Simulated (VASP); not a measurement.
# HfH2: relaxation of cell and atoms with LDA

The system is HfH2.

```
Hf H
1.0
    -1.72051    1.72051    2.10227
     1.72051   -1.72051    2.10227
     1.72051    1.72051   -2.10227
Hf H
1 2
Direct
  0.00000 0.00000 0.00000
  0.75000 0.25000 0.50000
  0.25000 0.75000 0.50000
```

```
Program                : VASP 6.6.1
Task                   : relaxation of cell and atoms
Functional             : LDA
Potentials or basis    : VASP PAW LDA potentials, release 64 (Hf_pv, H)
Cutoff                 : 600 eV
k mesh                 : 16 × 16 × 16
Occupations            : methfessel-paxton, width 0.1 eV
Spin                   : no spin polarisation
Further INCAR settings : ALGO = Normal; EDIFF = 1e-07; IBRION = 2; EDIFFG = -0.005; NSW = 90; ISIF = 3
```

| Item | Value |
| --- | --- |
| Relaxed volume | 8.29 Å³/atom |
| Relaxed cell | a = 3.214 Å, b = 3.214 Å, c = 3.214 Å, α = 115.31°, β = 115.31°, γ = 98.34° |
| Space group after relaxing (to 0.05 Å) | I4/mmm (No. 139) |
| Energy gained by relaxing | 0.0 meV/atom |
| Ionic steps | 2 |
| Pressure after relaxing | 0.0 GPa |
| Band gap on the k mesh | none (metal or under the smearing width) |

Final structure:
```
Hf H
1.0
    -1.71979    1.71979    2.10144
     1.71979   -1.71979    2.10144
     1.71979    1.71979   -2.10144
Hf H
1 2
Direct
  0.00000 0.00000 0.00000
  0.75000 0.25000 0.50000
  0.25000 0.75000 0.50000
```

Levels at points of the mesh, in eV from the Fermi level:
| k point | band 3 | band 4 | band 5 | band 6 | band 7 | band 8 | band 9 | band 10 |
| --- | --- | --- | --- | --- | --- | --- | --- | --- |
| (0.00, 0.00, 0.00) | -30.53 | -11.49 | -1.05 | -0.53 | -0.53 | 0.45 | 1.76 | 3.35 |
| (0.50, 0.00, 0.00) | -30.59 | -8.58 | -5.00 | -1.02 | 0.75 | 3.88 | 4.78 | 5.25 |
| (0.50, 0.50, 0.00) | -30.71 | -6.69 | -5.66 | -4.32 | 4.01 | 4.24 | 5.71 | 6.76 |
| (0.50, 0.50, 0.50) | -30.94 | -8.06 | -3.98 | -3.88 | 4.88 | 4.99 | 4.99 | 5.86 |

Run time: 2.3 min on 1 thread of AMD EPYC 7R43 64-Core Processor (Zen 3), on a shared host, peak memory 0.22 GiB.

Spin-orbit coupling is left out, which matters for the levels of Hf.
